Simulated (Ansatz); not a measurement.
# Sn under changes of volume

One of the cells (28.673 Å³/atom); the others are scaled copies at fixed shape and fractional positions:

```
Sn
1.0
    -1.72654    1.77555    2.33834
     1.72654   -1.77555    2.33834
     1.72654    1.77555   -2.33834
Sn
1
Direct
  0.00000 0.00000 0.00000
```

This isn't the form of Sn at room conditions, which is tetragonal (white tin).

- Program: Ansatz 0.2.0
- Functional: LDA
- Potentials or basis: Ansatz PAW
- Cutoff: 420 eV (not typed: the program's choice for these potentials)
- k mesh: 11 × 11 × 11
- Occupations: fermi-dirac, width 0.05 eV
- Spin: no spin polarisation

| volume (Å³/atom) | energy over the lowest point (meV/atom) | pressure (GPa) |
| --- | --- | --- |
| 26.953 | 0.00 | -2.2 |
| 27.526 | 9.53 | -3.2 |
| 28.100 | 22.40 | -4.0 |
| 28.673 | 38.20 | -4.8 |
| 29.247 | 56.59 | -5.5 |
| 29.820 | 77.23 | -6.1 |
| 30.394 | ? | ? |

Question: What does the run at 30.394 Å³/atom give?

Answer: Energy over the lowest point 99.88 meV/atom; pressure -6.6 GPa.

Worked out: A Birch-Murnaghan fit of order 3 (a polynomial in V^(-2/3)) to the other rows has no minimum within the range. It gives 99.90 meV/atom at 30.394 Å³/atom, against the run's 99.88, and -dE/dV = -6.6 GPa, against -6.6.

Energies are extrapolated to zero smearing.

Caveats: the PAW data sets come from PBE, with cores solved anew for the run's functional, which leaves a small shift of forces and pressure.
